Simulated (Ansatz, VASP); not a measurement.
GaN in VASP and in Ansatz

```xyz
2
Lattice="0.0598 2.0224 2.0224 2.0224 0.0598 2.0224 2.0224 2.0224 0.0598" Properties=species:S:1:pos:R:3 pbc="T T T"
Ga    2.0523    2.0523    2.0523
N     0.0000    0.0000    0.0000
```

Change from the starting cell: equal xy, yz and zx shear strains of +3 %.

Alike in both runs: task single point; functional PBEsol; k mesh 13 × 13 × 13; occupations fermi-dirac, width 0.02 eV; no spin polarisation.

|  | VASP | Ansatz |
| --- | --- | --- |
| version | VASP 6.6.1 | Ansatz 0.2.0 |
| potentials or method | VASP PAW PBE potentials, release 64 (Ga_d, N), cutoff 520 eV | all-electron LAPW, scalar-relativistic |

```tsv
	VASP	Ansatz	Ansatz less VASP
gap on the k mesh at the Fermi level (eV)	1.61	1.63	+0.012
pressure (GPa)	59.7	59.2	-0.56
largest component of the traceless stress (GPa)	8.31	8.32	+0.012
```

Ansatz ran all-electron here, so the differences hold the error of VASP's frozen core and of both bases.

Caveats: so large a pressure means that the cell lies far from this level's equilibrium, or that cutoff or potentials fall short (VASP); the potentials were made for another functional, which shifts forces and pressure (VASP); an odd mesh through Γ misses points on the zone boundary, where band edges often lie.
